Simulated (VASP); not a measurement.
Input of a VASP 6.6.1 run:

File INCAR:

```
SYSTEM = SnS2
ALGO     = Normal         ! electronic algorithm
BPARAM   = 11.95        
CPARAM   = 0.0093       
EDIFF    = 1E-6           ! SCF threshold, eV
EDIFFG   = -0.01          ! ionic threshold
ENCUT    = 600            ! plane-wave cutoff, eV
IBRION   = 2              ! ionic algorithm
ISIF     = 3              ! what is computed and relaxed
ISMEAR   = 0              ! smearing method
IVDW_NL  = 2            
LASPH    = .TRUE.         ! aspherical terms in the spheres
LATTICE_CONSTRAINTS= .TRUE. .TRUE. .FALSE.
LCHARG   = .FALSE.        ! write CHGCAR
LMIXTAU  = .TRUE.       
LREAL    = .FALSE.        ! projectors in reciprocal space
LUSE_VDW = .TRUE.       
LWAVE    = .FALSE.        ! write WAVECAR
METAGGA  = R2SCAN         ! meta-GGA
NELM     = 120            ! most SCF steps
NSW      = 90             ! ionic steps
PREC     = Accurate       ! precision mode
SIGMA    = 0.03           ! smearing width, eV
```

Contents of KPOINTS:

```
k-points
0
G
  12 12 1
  0 0 0
```

The input POSCAR:

```
SnS2
1.0
    3.6390000000      0.0000000000      0.0000000000
   -1.8195000000      3.1514664400      0.0000000000
    0.0000000000      0.0000000000     20.9340000000
S Sn
2 1
Direct
    0.6666666700      0.3333333300      0.4299226100
    0.3333333300      0.6666666700      0.5700773900
    0.0000000000      0.0000000000      0.5000000000
```

Potentials or basis: VASP PAW PBE potentials, release 64 (S, Sn_d).

Launch:

```sh
$ cat potpaw_PBE.64/S/POTCAR potpaw_PBE.64/Sn_d/POTCAR > POTCAR
$ mpirun -np 1 vasp_std > vasp.out
```

Task: Estimate the space group after relaxing (to 0.05 Å).

Result: P-3m1 (No. 164).

Task: Estimate the relaxed volume.

Result: 80.79 Å³/atom.

Task: Estimate the relaxed cell.

Result: a = 3.656 Å, b = 3.656 Å, c = 20.934 Å, α = 90.00°, β = 90.00°, γ = 120.00°.

Task: Predict the band gap on the k mesh.

Result: 1.96 eV, indirect (least direct gap 2.21 eV).

Step by step:
| step | energy change (eV) | largest force (eV/Å) | pressure (GPa) | volume (Å³) |
| --- | --- | --- | --- | --- |
| 1 | 0.0000 | 0.0657 | 0.23 | 240.08 |
| 2 | -0.0011 | 0.0721 | -0.16 | 243.39 |
| 3 | -0.0019 | 0.0194 | -0.01 | 242.09 |
| 4 | -0.0019 | 0.0213 | -0.02 | 242.13 |
| 5 | -0.0019 | 0.0136 | -0.01 | 242.22 |
| 6 | -0.0019 | 0.0017 | -0.01 | 242.37 |

Caveat: the PAW data sets were made with another functional, which shifts forces and pressure a little; spin-orbit coupling is left out, which moves the levels of the heavy elements. Zero-point motion and thermal expansion aren't in these numbers.
